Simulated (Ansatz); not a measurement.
ZrS2, 3 atoms in the cell. It takes space group P-3m1 (No. 164, trigonal). Conventional cell: a = 3.691 Å, b = 3.691 Å, c = 6.041 Å, α = 90.00°, β = 90.00°, γ = 120.00°. Zr (site symmetry -3m) has 6 S at 2.57 Å as nearest neighbours. Around S (site symmetry 3m) lie 3 Zr at 2.57 Å. The cell is a database's computed one.

```yaml
Program: Ansatz 0.2.0
Task: relaxation of cell and atoms
Functional: RPBE
Dispersion: D3(BJ)
Potentials_or_basis: Ansatz PAW
Cutoff: "420 eV (not typed: the program's choice for these potentials)"
k_mesh: 8 × 8 × 5
Occupations: fermi-dirac, width 0.05 eV
Spin: no spin polarisation
```

Potentials or basis: Ansatz PAW.

Run with:

```bash
$ ansatz run input.yaml --threads 2 --pin off --max-ram 5632MiB --backend cpu --events-out ev --progress --plain --runs-dir out
```

Hardware: 2 threads of Intel(R) Xeon(R) Processor @ 2.50GHz (Skylake/Cascade Lake) (shared host).

Problem. How long does it take, and how much memory?

Solution. Wall time 36 s on 2 threads of Intel(R) Xeon(R) Processor @ 2.50GHz (Skylake/Cascade Lake), on a shared host, peak memory 0.41 GiB. Counts: scf iterations 55, plane waves 1085, k points 40, bands 16, ion steps 9.
